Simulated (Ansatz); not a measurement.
# Bi under changes of volume

One of the cells (31.117 Å³/atom); the others are scaled copies at fixed shape and fractional positions:

```
CELL_PARAMETERS angstrom
-1.98143 1.98143 1.98143
1.98143 -1.98143 1.98143
1.98143 1.98143 -1.98143
ATOMIC_POSITIONS crystal
Bi 0.00000 0.00000 0.00000
```

This isn't the form of Bi at room conditions, which is rhombohedral.

```yaml
Program: Ansatz 0.2.0
Functional: PBE
Potentials_or_basis: JTH PAW
Cutoff: "1800 eV (not typed: the program's choice for these potentials)"
k_mesh: 9 × 9 × 9
Occupations: fermi-dirac, width 0.05 eV
Spin: no spin polarisation
```

```csv
volume (Å³/atom),energy over the lowest point (meV/atom),pressure (GPa)
29.250,33.86,4.9
29.872,17.55,3.4
30.495,6.80,2.1
31.117,1.13,0.9
31.739,0.00,-0.2
32.362,2.86,-1.2
32.984,?,?
```

Problem. What does the run at 32.984 Å³/atom give?

Solution. Energy over the lowest point 9.20 meV/atom; pressure -2.0 GPa.

Worked out: A Birch-Murnaghan fit of order 3 (a polynomial in V^(-2/3)) to the other rows has its minimum at 31.60 Å³/atom with B0 = V·E''(V) = 54 GPa and B' = 4.6. It gives 9.37 meV/atom at 32.984 Å³/atom, against the run's 9.20, and -dE/dV = -2.1 GPa, against -2.0.

Energies are extrapolated to zero smearing.
